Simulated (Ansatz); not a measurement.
We consider zinc-blende ZnTe, described by Hartree–Fock (Ansatz, a quantum-chemistry and plane-wave program, plane waves, PAW).

Settings: plane-wave cutoff 460 eV, 8×8×8 k mesh, Fermi–Dirac smearing 0.01 eV, scalar-relativistic PAW data made under PBE.

Energies at three volumes about the minimum:

```
V (Å³/atom)  E − E_lowest (meV/atom)
-----------  -----------------------
31.448                          1.40
32.038                          0.00
32.839                          2.72
```

Question: Fit a parabola by hand: where is the minimum, what lattice constant follows, and what is the bulk modulus?

Answer: Slopes: (0.00 − 1.40)/(32.038 − 31.448) = -2.373 and (2.72 − 0.00)/(32.839 − 32.038) = 3.396 meV/Å³. Curvature E″ = 2 × (3.396 − (-2.373))/(32.839 − 31.448) = 8.295 meV/Å⁶. From the middle of the first interval, the slope vanishes at V0 = 31.7430 − (-2.373)/8.295 = 32.029 Å³/atom. B = V0 E″ = 32.029 × 8.295 meV/Å³ × 0.1602 GPa per meV/Å³ = 42.6 GPa. With 8 atoms in the cube, a = (8 × 32.029)^(1/3) = 6.352 Å. The full Birch–Murnaghan fit to all volumes gives V0 = 32.018 Å³/atom and B0 = 43.5 GPa.

Measured, for comparison: bulk modulus 51 ± 3 GPa (room temperature, not corrected to a static lattice; as tabulated in Determination of phase transition pressures of ZnTe under quasihydrostatic …); lattice constant a 6.104 Å (room temperature, not corrected to a static lattice, our sources range from 6.089 to 6.104; as tabulated in Albrecht et al. (1997), arXiv:cond-mat/9706128). Computed (rounded) less measured: bulk modulus -15 %.

Note: the cell is over a tenth larger than the published one: the level's own overestimate first of all, though another phase or state, or a fault of the published cell, is possible.
